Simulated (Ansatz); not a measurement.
**BaS, response to strain**

Base system: BaS in the rock salt structure (space group Fm-3m, No. 225).

Space group Fm-3m (No. 225); a = b = c = 6.331 Å, α = β = γ = 90.00°

```tsv
atom	site	symmetry	x	y	z
Ba	4a	m-3m	0.0000	0.0000	0.0000
S	4b	m-3m	0.5000	0.5000	0.5000
```
(The calculation used a cell of 2 atoms; values per cell refer to that cell.)

Strains are applied to the cell and any free atomic positions relax.

Computed with PBEsol in Ansatz (plane waves to 420 eV, PAW, spin-orbit coupling left out).

```json
[
 {"isotropic strain (%)": "-3", "pressure (GPa)": "5.2"},
 {"isotropic strain (%)": "-2.5", "pressure (GPa)": "4.2"},
 {"isotropic strain (%)": "-1", "pressure (GPa)": "1.5"},
 {"isotropic strain (%)": "-0.5", "pressure (GPa)": "?"},
 {"isotropic strain (%)": "0", "pressure (GPa)": "0.0"},
 {"isotropic strain (%)": "0.5", "pressure (GPa)": "-0.7"},
 {"isotropic strain (%)": "1.5", "pressure (GPa)": "-1.9"},
 {"isotropic strain (%)": "2", "pressure (GPa)": "-2.4"},
 {"isotropic strain (%)": "3", "pressure (GPa)": "-3.4"}
]
```

### Question
Fit P = P₀ − Bδ + Cδ² with δ = (1 + ε)³ − 1 to the rows shown and predict the withheld row.

### Answer
Least squares on the printed values gives P₀ = 0.0 GPa, B = 48.1 GPa, C = 128 GPa (largest residual 0.1 GPa); this predicts 0.8 GPa, and the run gives 0.7 GPa, in agreement.

Whether these cells are dynamically stable was not tested.

Ansatz is a first-principles code.
